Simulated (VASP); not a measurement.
Input of a VASP 6.6.1 run:

File INCAR:

```
SYSTEM = B18N17
ALGO = Normal
EDIFF = 1E-7
ENCUT = 520
GGA = PE
ISIF = 2
ISMEAR = -1
ISPIN = 2
LASPH = .TRUE.
LCHARG = .FALSE.
LORBIT = 11
LREAL = Auto
LWAVE = .FALSE.
MAGMOM = 0.5 0 0 0 0 0 0.5 0 0.5 0 0 0 0 0 0 0 0 0 0 0 0 0 0 0 0 0 0 0 0 0 0 0 0 0 0
NBANDS = 96
NELECT = 137.0
NELM = 150
PREC = Accurate
SIGMA = 0.01
```

KPOINTS

```
k-points
0
G
  3 3 3
  0 0 0
```

Contents of POSCAR:

```
B18N17
1.0
    7.5049186035      0.0000000000      0.0000000000
   -3.7524593018      6.4994501639      0.0000000000
    0.0000000000      0.0000000000      7.3693201700
B N
18 17
Direct
    0.2222222222      0.1111111111      0.7500000000
    0.2222222222      0.4444444444      0.7500000000
    0.2222222222      0.7777777778      0.7500000000
    0.5555555556      0.1111111111      0.7500000000
    0.5555555556      0.4444444444      0.7500000000
    0.5555555556      0.7777777778      0.7500000000
    0.8888888889      0.1111111111      0.7500000000
    0.8888888889      0.4444444444      0.7500000000
    0.8888888889      0.7777777778      0.7500000000
    0.1111111111      0.2222222222      0.2500000000
    0.1111111111      0.5555555556      0.2500000000
    0.1111111111      0.8888888889      0.2500000000
    0.4444444444      0.2222222222      0.2500000000
    0.4444444444      0.5555555556      0.2500000000
    0.4444444444      0.8888888889      0.2500000000
    0.7777777778      0.2222222222      0.2500000000
    0.7777777778      0.5555555556      0.2500000000
    0.7777777778      0.8888888889      0.2500000000
    0.0000000000      0.3333333333      0.7500000000
    0.0000000000      0.6666666667      0.7500000000
    0.3333333333      0.0000000000      0.7500000000
    0.3333333333      0.3333333333      0.7500000000
    0.3333333333      0.6666666667      0.7500000000
    0.6666666667      0.0000000000      0.7500000000
    0.6666666667      0.3333333333      0.7500000000
    0.6666666667      0.6666666667      0.7500000000
    0.0000000000      0.0000000000      0.2500000000
    0.0000000000      0.3333333333      0.2500000000
    0.0000000000      0.6666666667      0.2500000000
    0.3333333333      0.0000000000      0.2500000000
    0.3333333333      0.3333333333      0.2500000000
    0.3333333333      0.6666666667      0.2500000000
    0.6666666667      0.0000000000      0.2500000000
    0.6666666667      0.3333333333      0.2500000000
    0.6666666667      0.6666666667      0.2500000000
```

Potentials or basis: VASP PAW PBE potentials, release 64 (B, N).

Run with:

```sh
$ cat potpaw_PBE.64/B/POTCAR potpaw_PBE.64/N/POTCAR > POTCAR
$ mpirun -np 1 vasp_std > vasp.out
```

Predict the band gap on the k mesh.

none (metal or under the smearing width).

Estimate the largest force.

1.654 eV/Å.

Predict the net moment.

0.00 μB per cell.

Forces in eV/Å, atoms in the order of the input:
```
B    0.480  0.277  0.000
B    0.000  0.623  0.000
B    0.540 -0.312  0.000
B    0.000  0.890  0.000
B    0.771 -0.445  0.000
B   -0.540 -0.312  0.000
B   -0.480  0.277  0.000
B   -0.771 -0.445  0.000
B    0.000 -0.554  0.000
B    0.000 -0.062  0.000
B    0.091  0.052  0.000
B   -0.054  0.031  0.000
B    0.103  0.059  0.000
B   -0.091  0.052  0.000
B    0.000 -0.105  0.000
B   -0.103  0.059  0.000
B    0.000 -0.118  0.000
B    0.054  0.031  0.000
N    0.923 -1.373  0.000
N   -0.727  1.486  0.000
N   -1.650 -0.113  0.000
N   -0.923 -1.373  0.000
N    0.000  0.000  0.000
N    1.650 -0.113  0.000
N    0.000  0.000  0.000
N    0.727  1.486  0.000
N    0.000  0.000  0.000
N    0.005 -0.004  0.000
N   -0.002  0.006  0.000
N   -0.006 -0.002  0.000
N   -0.005 -0.004  0.000
N    0.000  0.000  0.000
N    0.006 -0.002  0.000
N    0.000  0.000  0.000
N    0.002  0.006  0.000
```

Caveat: the cell carries a net charge on a neutralising background, which shifts energy and pressure; the cell is charged against a uniform background, so pressure and absolute levels hang on convention.
